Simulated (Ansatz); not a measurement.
# MnO: the cost of one run

Program: Ansatz 0.2.0. Level of theory: DFT r2SCAN, scalar-relativistic, plane waves, PAW. These are calculated values, not measurements.

### 1 Starting point

It takes space group Fm-3m (No. 225, cubic). The conventional cell has a = 4.432 Å, b = 4.432 Å, c = 4.432 Å, α = 90.00°, β = 90.00°, γ = 90.00°. Mn (site symmetry m-3m) is surrounded by 6 O at 2.22 Å. O (site symmetry m-3m) has 6 Mn at 2.22 Å as nearest neighbours.

Structure file:

```
Mn O
1.0
     2.21580    2.21580    4.43160
     4.43160    2.21580    2.21580
     2.21580    4.43160    2.21580
Mn O
2 2
Direct
  0.00000 0.00000 0.00000
  0.50000 0.50000 0.50000
  0.25000 0.25000 0.25000
  0.75000 0.75000 0.75000
```

### 2 Fm

Input file input.yaml:

```yaml
crystal:
  lattice:
    - [2.2158, 2.2158, 4.4316]
    - [4.4316, 2.2158, 2.2158]
    - [2.2158, 4.4316, 2.2158]
  atoms:
    - { symbol: Mn, position: [0.0, 0.0, 0.0], spin: 5.0 }
    - { symbol: Mn, position: [0.5, 0.5, 0.5], spin: 5.0 }
    - { symbol: O, position: [0.25, 0.25, 0.25] }
    - { symbol: O, position: [0.75, 0.75, 0.75] }
magnetization:
  spin_polarized: true
scf:
  occupations: { method: gaussian, width: 0.02 }
output:
  forces: true
  stress: true
  populations: true
hamiltonian:
  xc: r2scan
kpoints:
  mp_grid: { grid: [6, 6, 6] }
```

Started as:

```console
$ ansatz run input.yaml --threads 4 --pin off --max-ram 12288MiB --backend cpu --events-out ev --progress --plain --runs-dir out
```

**Question.** How long does this run take on 4 threads of Intel Xeon at 2.50GHz (Skylake/Cascade Lake), shared host, and how much memory does it need?

About 12 s, with a peak of 0.54 GiB.
